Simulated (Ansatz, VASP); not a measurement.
Hg: VASP beside Ansatz

INCAR

```
PREC     = Accurate       # precision mode
ENCUT    = 600            # plane-wave cutoff, eV
EDIFF    = 1E-6           # SCF threshold, eV
ISMEAR   = -1             # smearing method
SIGMA    = 0.05           # smearing width, eV
LREAL    = False          # projectors in reciprocal space
LASPH    = True           # aspherical terms in the spheres
NELM     = 100            # most SCF steps
ALGO     = Normal         # electronic algorithm
ISIF     = 3              # what is computed and relaxed
LWAVE    = False          # write WAVECAR
LCHARG   = False          # write CHGCAR
GGA      = PE             # functional
IBRION   = 2              # ionic algorithm
NSW      = 60             # ionic steps
EDIFFG   = -0.005         # ionic threshold
```

Contents of KPOINTS:

```
regular mesh
0
Gamma
  13 13 13
```

The input POSCAR:

```
Hg
1.0
    3.1719554587      0.0000000000      0.0000000000
    0.0000000000      3.1719554587      0.0000000000
    0.0000000000      0.0000000000      3.1719554587
Hg
1
Direct
    0.0000000000      0.0000000000      0.0000000000
```

Input for Ansatz:

```yaml
crystal:
  lattice:
    - [3.1719554587, 0.0, 0.0]
    - [0.0, 3.1719554587, 0.0]
    - [0.0, 0.0, 3.1719554587]
  atoms:
    - { symbol: Hg, position: [0.0, 0.0, 0.0] }
kpoints:
  mp_grid: { grid: [13, 13, 13] }
scf:
  occupations: { method: fermi_dirac, width: 0.05 }
hamiltonian:
  xc: pbe
  pseudopotentials: { kind: paw }
output:
  forces: true
  stress: true
relax:
  f_tol: 0.005
  max_steps: 40
  cell: {}
```

Alike in both runs: task relaxation of cell and atoms; functional PBE; k mesh 13 × 13 × 13; occupations fermi-dirac, width 0.05 eV; no spin polarisation.

```csv
,VASP,Ansatz
version,VASP 6.6.1,Ansatz 0.2.0
potentials or method,"VASP PAW PBE potentials, release 64 (Hg)","PAW with Ansatz's default frozen-core files, scalar-relativistic"
plane-wave cutoff (eV),600,420
valence electrons in the cell,12,20
```

```tsv
	VASP	Ansatz	Ansatz less VASP
relaxed volume (Å³/atom)	30.61	30.11	-0.493
relaxed cell length with the largest relative difference (Å)	3.128	3.111	-0.0169
energy change over the relaxation (meV/atom)	-2	-4	-1.8
```

The two sets of potentials don't hold the same shells in valence.

The runs have no spin-orbit coupling, so splittings on Hg are missing.
